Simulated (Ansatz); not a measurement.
**Sb: stiffness from a series of strains**

```xyz
1
Lattice="3.1600 0.0000 0.0000 0.0000 3.1600 0.0000 0.0000 0.0000 3.1600" Properties=species:S:1:pos:R:3 pbc="T T T"
Sb    0.0000    0.0000    0.0000
```

The cell is COD entry 9013008, as deposited and not checked against the literature; nothing was relaxed.

Spin–orbit coupling is left out, though it moves levels of the heavy atoms by tenths of an eV or more.

Method: Ansatz 0.2.0, DFT, PBE, all-electron LAPW, scalar-relativistic.

The runs use a Γ-centred 13×13×13 k mesh, Fermi–Dirac smearing of 0.05 eV, basis error target 1 meV/atom, no spin polarisation.

The strain is applied along the Cartesian axes of the cell as listed (γ is the engineering shear, twice εxy = εyz = εzx). Fractional coordinates are held (clamped ions).

σ is the change of stress from the unstrained cell, which is at -2.50 GPa; tension is positive, so slopes are stress–strain coefficients at that pressure. In a metal the k mesh adds noise.

Only quantities that a quadratic follows smoothly over the whole series are listed; rougher ones are left out.

| γ | σxy (GPa) |
| --- | --- |
| -0.0300 | -0.44 |
| -0.0200 | -0.29 |
| -0.0100 | -0.13 |
| 0.0000 | 0.00 |
| 0.0200 | 0.33 |
| 0.0300 | 0.51 |

(1) Fit the series and read off the stiffness at zero strain.

(2) One run, at γ = 0.0100, is withheld. Predict its row.

Results:

(1) Least-squares fits y = p0 + p1 x + p2 x² to the rows give σxy (GPa): p1 = 15.7, p2 = 27. So C44 (clamped ions) = 16 GPa.

(2) The fits give 0.17; the run gave 0.15.
